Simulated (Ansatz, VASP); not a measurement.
**Two plane-wave programs on Ti**

INCAR

```
SYSTEM = Ti
ALGO     = Fast           ! electronic algorithm
DIPOL    = 0.5 0.5 0.310
EDIFF    = 1E-7           ! SCF threshold, eV
ENCUT    = 520            ! plane-wave cutoff, eV
GGA      = PS             ! functional
IDIPOL   = 3            
ISIF     = 2              ! what is computed and relaxed
ISMEAR   = 0              ! smearing method
LASPH    = .True.         ! aspherical terms in the spheres
LCHARG   = .False.        ! write CHGCAR
LDIPOL   = .True.       
LREAL    = .False.        ! projectors in reciprocal space
LWAVE    = .False.        ! write WAVECAR
NBANDS   = 25             ! bands
NELM     = 100            ! most SCF steps
PREC     = Accurate       ! precision mode
SIGMA    = 0.1            ! smearing width, eV
```

KPOINTS

```
k-points
0
Gamma
  10 10 1
  0 0 0
```

The input POSCAR:

```
Ti
1.0
    2.7797925781      0.0000000000      0.0000000000
   -0.9265975260      2.6208135764      0.0000000000
    0.0000000000      0.0000000000     19.7756614792
Ti
3
Direct
    0.5000000000      0.5000000000      0.2022688346
    0.0000000000      0.0000000000      0.3106574497
    0.5000000000      0.5000000000      0.4184771006
```

Input for Ansatz:

```yaml
crystal:
  lattice:
    - [2.7797925781, 0.0, 0.0]
    - [-0.926597526, 2.6208135764, 0.0]
    - [0.0, 0.0, 19.7756614792]
  atoms:
    - { symbol: Ti, position: [0.5, 0.5, 0.2022688346] }
    - { symbol: Ti, position: [0.0, 0.0, 0.3106574497] }
    - { symbol: Ti, position: [0.5, 0.5, 0.4184771006] }
basis:
  ecutwfc: 420
kpoints:
  mp_grid: { grid: [10, 10, 1] }
hamiltonian:
  xc: pbesol
  pseudopotentials: { kind: paw, azcp: { folder: soft_1 } }
scf:
  occupations: { method: gaussian, width: 0.1 }
output:
  forces: true
  eigenvalues: true
  write_density: true
  write_potential: true
  elf: true
  volumetric_format: npy
efield:
  axis: 3
  dipole_correction: true
  ramp_width: 0.04
```

Alike in both runs: task single point; functional PBEsol; k mesh 10 × 10 × 1; occupations gaussian, width 0.1 eV; no spin polarisation.

|  | VASP | Ansatz |
| --- | --- | --- |
| version | VASP 6.6.1 | Ansatz 0.2.0 |
| potentials or method | VASP PAW PBE potentials, release 64 (Ti_sv) | scalar-relativistic, plane waves, PAW |
| plane-wave cutoff (eV) | 520 | 420 |
| valence electrons in the cell | 36 | 36 |

```tsv
	VASP	Ansatz	Ansatz less VASP
gap on the k mesh at the Fermi level (eV)	none	none	-
rms of the force components (eV/Å)	0.013	0.011	-0.0021
```

Atom by atom the forces differ by 0.006 eV/Å (rms over components). A gap of «none» marks a metal or a gap that the smearing closes. The functional is the same, so the differences come from potentials, cutoffs and numerics. Ansatz warned: «pseudo_functional_mismatch».

Caveats: the PAW data sets were made with another functional, which shifts forces and pressure a little (VASP).
